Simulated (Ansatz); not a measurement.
The system is Ge.

```
Ge
1.0
     0.00000    2.82891    2.82891
     2.82891    0.00000    2.82891
     2.82891    2.82891    0.00000
Ge
2
Direct
  0.75000 0.75000 0.75000
  0.50000 0.50000 0.50000
```

* Program: Ansatz 0.2.0
* Task: single point
* Functional: PBEsol
* Potentials or basis: Ansatz PAW
* Cutoff: 420 eV (not typed: the program's choice for these potentials)
* k mesh: 8 × 8 × 8
* Occupations: fermi-dirac, width 0.05 eV
* Spin: no spin polarisation

On this cell: pressure 0.6 GPa; largest force zero by symmetry; band gap on the k mesh none (metal or under the smearing width).

The same run follows on a disturbed copy (atoms moved at random, drawn with an rms of 0.05 Å):

```xyz
2
Lattice="0.0000 2.8289 2.8289 2.8289 0.0000 2.8289 2.8289 2.8289 0.0000" Properties=species:S:1:pos:R:3 pbc="T T T"
Ge    4.2054    4.2838    4.2270
Ge    2.8276    2.8391    2.7804
```

Question: What changes?

Answer: The energy (extrapolated to zero smearing) moves by +9.5 meV/atom; pressure 0.8 GPa; largest force 0.687 eV/Å; band gap on the k mesh none (metal or under the smearing width).

Forces in eV/Å, atoms in the order of the input:
```
Ge   0.432 -0.368 -0.387
Ge  -0.432  0.368  0.387
```

Stress tensor (GPa, compression positive):
```
 0.77 -1.08 -1.03
-1.08  0.79  1.21
-1.03  1.21  0.79
```

Caveats: the PAW data sets come from PBE, with cores solved anew for the run's functional, which leaves a small shift of forces and pressure; this crystal is a semiconductor, whose small gap the functional closes, so the metal is an error of the method (some runs).
